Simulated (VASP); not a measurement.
# BaTe (I4/mmm) in VASP: further runs

The runs below take BaTe through single point, with HSE06, PBE.

Program: VASP 6.6.1. These are calculated values, not measurements. Logs are shortened: lines on timing, memory, paths and dates and some standing lists are left out, and cuts for length are marked.

## 1. The cell of the first run

The structure is tetragonal, space group I4/mmm (No. 139). Conventional cell: a = 4.996 Å, b = 4.996 Å, c = 7.166 Å, α = 90.00°, β = 90.00°, γ = 90.00°. Ba (site symmetry 4/mmm) is surrounded by 6 Te at 3.53 to 3.58 Å. Te (site symmetry 4/mmm) is surrounded by 6 Ba at 3.53 to 3.58 Å.

The cell was built by a generator and needn't be a form met in nature.

## 2. Single point, HSE06 (uniaxial_z strain +1.4%)

POSCAR reads:

```
BaTe
1.0
    0.0000000000      3.5323868441      3.5828999760
    3.5323868441      0.0000000000      3.5828999760
    3.5323868441      3.5323868441      0.0000000000
Ba Te
1 1
Direct
    0.0000000000      0.0000000000      0.0000000000
    0.5000000000      0.5000000000      0.5000000000
```

INCAR.step1 reads:

```
PREC = Accurate
ENCUT = 520
EDIFF = 1E-5
ISMEAR = 0
SIGMA = 0.01
LREAL = F
LASPH = T
NELM = 100
ALGO = Normal
ISIF = 2
LWAVE = T
LCHARG = F
GGA = PE
NBANDS = 15
```

INCAR.step2 reads:

```
PREC = Accurate
ENCUT = 520
EDIFF = 1E-6
ISMEAR = 0
SIGMA = 0.01
LREAL = F
LASPH = T
NELM = 100
ALGO = Normal
ISIF = 2
LWAVE = F
LCHARG = F
GGA = PE
LHFCALC = T
HFSCREEN = 0.2079
PRECFOCK = Normal
ISTART = 1
NBANDS = 15
```

KPOINTS reads:

```
Automatic mesh
0
Gamma
  4 4 4
```

Potentials or basis: VASP PAW PBE potentials, release 64 (Ba_sv, Te).

Command:

```console
cat potpaw_PBE.64/Ba_sv/POTCAR potpaw_PBE.64/Te/POTCAR > POTCAR
cp INCAR.step1 INCAR
mpirun -np 1 vasp_std > vasp.out
cp INCAR.step2 INCAR
mpirun -np 1 vasp_std > vasp.out
```

OUTCAR:

```text
PREC = Accurate
   ENCUT = 520
   EDIFF = 1E-6
   ISMEAR = 0
   LREAL = F
   LASPH = T
   NELM = 100
   ISIF = 2
   GGA = PE
   LHFCALC = T
   HFSCREEN = 0.2079
   PRECFOCK = Normal
   ISTART = 1

 ion  position               nearest neighbor table
   1  0.000  0.000  0.000-   2 3.53   2 3.53   2 3.53   2 3.53   2 3.58   2 3.58
   2  0.500  0.500  0.500-   1 3.53   1 3.53   1 3.53   1 3.53   1 3.58   1 3.58

  LATTYP: Found a body centered tetragonal cell.
 ALAT       =     4.9955493825
 C/A-ratio  =     1.4344368163

  Lattice vectors:

 A1 = (  -3.5323868441,   0.0000000000,   3.5828999760)
 A2 = (   3.5323868441,   0.0000000000,   3.5828999760)
 A3 = (   0.0000000000,   3.5323868441,  -3.5828999760)

Analysis of symmetry for initial positions (statically):
=====================================================================
 Subroutine PRICEL returns:
 Original cell was already a primitive cell.

 Routine SETGRP: Setting up the symmetry group for a
 body centered tetragonal supercell.

 Subroutine GETGRP returns: Found 16 space group operations
 (whereof 16 operations were pure point group operations)
 out of a pool of 16 trial point group operations.

The static configuration has the point symmetry D_4h.

Analysis of symmetry for dynamics (positions and initial velocities):
=====================================================================
 Subroutine PRICEL returns:
 Original cell was already a primitive cell.

 Routine SETGRP: Setting up the symmetry group for a
 body centered tetragonal supercell.

 Subroutine GETGRP returns: Found 16 space group operations
 (whereof 16 operations were pure point group operations)
 out of a pool of 16 trial point group operations.

The dynamic configuration has the point symmetry D_4h.

 Subroutine INISYM returns: Found 16 space group operations
 (whereof 16 operations are pure point group operations),
 and found     1 'primitive' translations

----------------------------------------------------------------------------------------

                                     Primitive cell

  volume of cell :      89.4131

  direct lattice vectors                    reciprocal lattice vectors
     0.000000000  3.532386844  3.582899976    -0.141547351  0.141547351  0.139551761
     3.532386844  0.000000000  3.582899976     0.141547351 -0.141547351  0.139551761
     3.532386844  3.532386844  0.000000000     0.141547351  0.141547351 -0.139551761

  length of vectors
     5.031394345  5.031394345  4.995549382     0.244020489  0.244020489  0.244020489

  position of ions in fractional coordinates (direct lattice)
     0.000000000  0.000000000  0.000000000
     0.500000000  0.500000000  0.500000000

  ion indices of the primitive-cell ions
   primitive index   ion index
                 1           1
                 2           2

----------------------------------------------------------------------------------------

 KPOINTS: Automatic mesh

Automatic generation of k-mesh.
 Grid dimensions read from file:
 generate k-points for:    4    4    4

 Generating k-lattice:

  Cartesian coordinates                     Fractional coordinates (reciprocal lattice)
    -0.035386838  0.035386838  0.034887940     0.250000000 -0.000000000  0.000000000
     0.035386838 -0.035386838  0.034887940    -0.000000000  0.250000000  0.000000000
     0.035386838  0.035386838 -0.034887940     0.000000000  0.000000000  0.250000000

  Length of vectors
     0.061005122  0.061005122  0.061005122

  Shift w.r.t. Gamma in fractional coordinates (k-lattice)
     0.000000000  0.000000000  0.000000000

 Subroutine IBZKPT returns following result:
 ===========================================

 Found     13 irreducible k-points:

 Following reciprocal coordinates:
            Coordinates               Weight
  0.000000  0.000000  0.000000      1.000000
  0.250000 -0.000000  0.000000      8.000000
  0.500000 -0.000000  0.000000      4.000000
  0.250000  0.250000  0.000000      2.000000
  0.500000  0.250000  0.000000      8.000000
 -0.250000  0.250000  0.000000      4.000000
  0.500000  0.500000  0.000000      1.000000
  0.250000  0.000000  0.250000      4.000000
  0.500000 -0.000000  0.250000     16.000000
 -0.250000  0.000000  0.250000      8.000000
 -0.250000  0.500000  0.250000      4.000000
  0.500000  0.000000  0.500000      2.000000
 -0.250000  0.250000  0.500000      2.000000
   k-points           NKPTS =     13   k-points in BZ     NKDIM =     64   number of bands    NBANDS=     15
   number of dos      NEDOS =    301   number of ions     NIONS =      2
   total plane-waves  NPLWV =  64000
   dimension x,y,z NGX =    40 NGY =   40 NGZ =   40
   dimension x,y,z NGXF=    80 NGYF=   80 NGZF=   80
   ions per type =               1   1
   NGX,Y,Z   is equivalent  to a cutoff of  13.22, 13.22, 13.31 a.u.
   NGXF,Y,Z  is equivalent  to a cutoff of  26.43, 26.43, 26.62 a.u.
 SYSTEM =  unknown system
   PREC   = accura    normal or accurate (medium, high low for compatibility)
   ISTART =      1    job   : 0-new  1-cont  2-samecut
   ICHARG =      0    charge: 1-file 2-atom 10-const
   ISPIN  =      1    spin polarized calculation?
   LNONCOLLINEAR =      F non collinear calculations
   LSORBIT =      F    spin-orbit coupling
   LASPH  =      T    aspherical Exc in radial PAW
   ENCUT  =  520.0 eV  38.22 Ry    6.18 a.u.   9.36  9.36  9.29*2*pi/ulx,y,z
   NELM   =    100;   NELMIN=  2; NELMDL=  0     # of ELM steps
   EDIFF  = 0.1E-05   stopping-criterion for ELM
   LREAL  =      F    real-space projection
   EDIFFG = 0.1E-04   stopping-criterion for IOM
   NSW    =      0    number of steps for IOM
   IBRION =     -1    ionic relax: 0-MD 1-quasi-New 2-CG
   NFREE  =      0    steps in history (QN), initial steepest desc. (CG)
   ISIF   =      2    stress and relaxation
   ISYM   =      3    0-nonsym 1-usesym 2-fastsym
   POTIM  = 0.5000    time-step for ionic-motion
   TEBEG  =    0.0;   TEEND  =   0.0 temperature during run
   PSTRESS=    0.0 pullay stress
   NELECT =      16.0000    total number of electrons
   NUPDOWN=      -1.0000    fix difference up-down
   EMIN   =  10.00;   EMAX   =-10.00  energy-range for DOS
   EFERMI =   0.00;   METHOD = LEGACY
   ISMEAR =     0;   SIGMA  =   0.01  broadening in eV -4-tet -1-fermi 0-gaus
   EFERMI_NEDOS =   21; number of points for ismear=-14 and -15
   IALGO  =     38    algorithm
   IMIX   =      1    mixing-type and parameters
     AMIX     =   0.40;   BMIX     =  1.00
     AMIX_MAG =   1.60;   BMIX_MAG =  1.00
  volume/ion in A,a.u.               =      44.71       301.69
  Fermi-wavevector in a.u.,A,eV,Ry     =   0.922531  1.743331 11.579428  0.851064
  Thomas-Fermi vector in A             =   2.048068
   LORBIT       =      0    0 simple, 1 ext, 2 COOP (PROOUT), +10 PAW based schemes
   GGA     = PE    functional components
   LHFCALC =     T    Hartree Fock is set to
   PRECFOCK=normal    Normal, Fast or Accurate (Low or Medium for compatibility)
   ENCUT4O =  -1.0   cutoff for four orbital integrals eV
   NKREDX  =     1    reduce k-point grid by
   NKREDY  =     1    reduce k-point grid by
   NKREDZ  =     1    reduce k-point grid by
   AEXX    =    0.2500 exact exchange contribution
   HFSCREEN=    0.2079 screening length (either q_TF or 0.3 A-1)
   HFSCREENC=   0.2079 screening length for correlation (either q_TF or 0.3 A-1)
   ENCUTFOCK=  -1.0 apply spherical cutoff to Coloumb kernel
   IVDW    =     0    specifies the selected vdW correction
   LEPSILON=     F    determine dielectric tensor
   LRPA    =     F    only Hartree local field effects (RPA)
 non-spin polarized calculation
 Gauss-broadening in eV      SIGMA  =   0.01
  energy-cutoff  :      520.00
  volume of cell :       89.41
 maximum number of plane-waves:      2429
 NGX is ok and might be reduce to    40
  NGX = 30; NGY = 30; NGZ = 28

 number of electron      16.0000000 magnetization

 Free energy of the ion-electron system (eV)
  ---------------------------------------------------
  ext. energy  EPLUGINS =         0.00000000
  ---------------------------------------------------
  free energy    TOTEN  =        -9.79681709 eV

  energy without entropy =       -9.79681709  energy(sigma->0) =       -9.79681709

 E-fermi :   1.5927     XC(G=0):  -6.7833

 val. band max:        1.5157827128   @ k =   0.0000   0.0000   0.0000
 cond. band min:       3.8336481313   @ k =   0.5000   0.0000   0.5000
 fundamental gap:      2.3178654186
 Fermi energy:         1.5927358757

 k-point     1 :       0.0000    0.0000    0.0000
  band No.  band energies     occupation
      1     -27.5303      2.00000
      2     -11.6148      2.00000
      3     -11.6148      2.00000
      4     -11.6125      2.00000
      5      -8.7878      2.00000
      6       1.4895      2.00000
      7       1.5158      2.00000
      8       1.5158      2.00000
      9       4.9837      0.00000
     10       5.2409      0.00000
     11       5.3316      0.00000
     12       5.3316      0.00000
     13       5.8679      0.00000
     14       5.9148      0.00000
     15       9.3297      0.00000

 k-point     2 :       0.2500   -0.0000    0.0000
  band No.  band energies     occupation
      1     -27.5243      2.00000
      2     -11.8330      2.00000
      3     -11.6186      2.00000
      4     -11.6166      2.00000
      5      -8.4094      2.00000
      6       0.1392      2.00000
      7       0.8662      2.00000
      8       0.8674      2.00000
      9       5.4118      0.00000
     10       6.0180      0.00000
     11       6.0509      0.00000
     12       6.9466      0.00000
     13       7.3780      0.00000
     14       7.4484      0.00000
     15      10.6246      0.00000
[... 167 lines left out ...]
      3     -11.6996      2.00000
      4     -11.6890      2.00000
      5      -8.5533      2.00000
      6       0.2811      2.00000
      7       1.0618      2.00000
      8       1.0748      2.00000
      9       3.8336      0.00000
     10       6.7547      0.00000
     11       6.8806      0.00000
     12       7.9305      0.00000
     13       8.1520      0.00000
     14       8.2406      0.00000
     15      10.0954      0.00000

 k-point    13 :      -0.2500    0.2500    0.5000
  band No.  band energies     occupation
      1     -27.5140      2.00000
      2     -11.7562      2.00000
      3     -11.7562      2.00000
      4     -11.7443      2.00000
      5      -8.3784      2.00000
      6       0.2571      2.00000
      7       0.5241      2.00000
      8       0.5241      2.00000
      9       5.7922      0.00000
     10       5.7922      0.00000
     11       7.1613      0.00000
     12       7.5096      0.00000
     13       8.2523      0.00000
     14      10.2836      0.00000
     15      10.2982      0.00000

------------------------ aborting loop because EDIFF is reached ----------------------------------------

  FORCE on cell =-STRESS in cart. coord.  units (eV):
  Direction    XX          YY          ZZ          XY          YZ          ZX
  --------------------------------------------------------------------------------------
  -------------------------------------------------------------------------------------
  Total       -0.0878702     -0.0878702     -0.5254085      0.0000000     -0.0000000      0.0000000
  in kB       -1.5745301     -1.5745301     -9.4147006      0.0000000     -0.0000000      0.0000000
  external PRESSURE =      -4.1879203 kB  Pullay stress =       0.0000000 kB

 VOLUME and BASIS-vectors are now :
 -----------------------------------------------------------------------------
  energy-cutoff  :      520.00
  volume of cell :       89.41
      direct lattice vectors                 reciprocal lattice vectors
     0.000000000  3.532386844  3.582899976    -0.141547351  0.141547351  0.139551761
     3.532386844  0.000000000  3.582899976     0.141547351 -0.141547351  0.139551761
     3.532386844  3.532386844  0.000000000     0.141547351  0.141547351 -0.139551761

 POSITION                                       TOTAL-FORCE (eV/Angst)
 -----------------------------------------------------------------------------------
      0.00000      0.00000      0.00000        -0.000000      0.000000      0.000000
      3.53239      3.53239      3.58290         0.000000     -0.000000      0.000000
 -----------------------------------------------------------------------------------
    total drift:                                0.000000     -0.000000      0.000000

  FREE ENERGIE OF THE ION-ELECTRON SYSTEM (eV)
  ---------------------------------------------------
  free  energy   TOTEN  =        -9.7968170934 eV

  energy  without entropy=       -9.7968170934  energy(sigma->0) =       -9.79681709
```

It took 9.9 min on 1 thread of Intel Xeon 6975P-C (Granite Rapids), shared host; peak memory 0.36 GiB.

What came out:

```
Free energy            : -9.7968 eV
Pressure               : -0.4 GPa
Band gap on the k mesh : 2.32 eV, indirect (least direct gap 2.73 eV)
```

Caveat: the PAW data sets were made with another functional, which shifts forces and pressure a little; spin-orbit coupling is left out, which moves the levels of the heavy elements. A k mesh can miss the band edges.

## 3. Single point, PBE (uniaxial_z strain +1.4%)

INCAR reads:

```
SYSTEM = BaTe
ALGO = Normal
EDIFF = 1E-6
ENCUT = 520
GGA = PE
ISIF = 2
ISMEAR = -1
LASPH = .True.
LCHARG = .True.
LELF = .True.
LREAL = .False.
LVHAR = .True.
LWAVE = .False.
NBANDS = 15
NELM = 100
PREC = Accurate
SIGMA = 0.02
```

KPOINTS reads:

```
k-points
0
Gamma
  6 6 6
  0 0 0
```

POSCAR is that of step 2.

Potentials or basis: VASP PAW PBE potentials, release 64 (Ba_sv, Te).

Command:

```console
cat potpaw_PBE.64/Ba_sv/POTCAR potpaw_PBE.64/Te/POTCAR > POTCAR
mpirun -np 1 vasp_std > vasp.out
```

It took 21 s on 1 thread of Intel Xeon 6975P-C (Granite Rapids), shared host; peak memory 0.25 GiB.

Results (log left out):

- Free energy: -8.6269 eV
- Pressure: -0.1 GPa
- Band gap on the k mesh: 1.60 eV, indirect (least direct gap 1.97 eV)

Stress tensor (GPa, compression positive):
```
 0.17  0.00  0.00
 0.00  0.17  0.00
 0.00  0.00 -0.61
```

Levels at points of the mesh, in eV from the valence-band top:
```csv
k point,band 4,band 5,band 6,band 7,band 8,band 9,band 10,band 11,band 12,band 13
"(0.00, 0.00, 0.00)",-12.28,-9.46,-0.03,0.00,0.00,2.73,2.88,2.97,2.97,3.49
"(0.50, 0.00, 0.00)",-12.29,-8.84,-2.14,-1.06,-1.06,4.12,4.64,4.77,4.80,6.79
"(0.50, 0.50, 0.00)",-12.35,-9.27,-1.16,-0.37,-0.37,1.60,4.33,4.46,5.37,5.59
"(0.50, 0.00, 0.50)",-12.35,-9.27,-1.11,-0.41,-0.39,1.60,4.33,4.48,5.41,5.54
```

Caveat: spin-orbit coupling is left out, which moves the levels of the heavy elements.
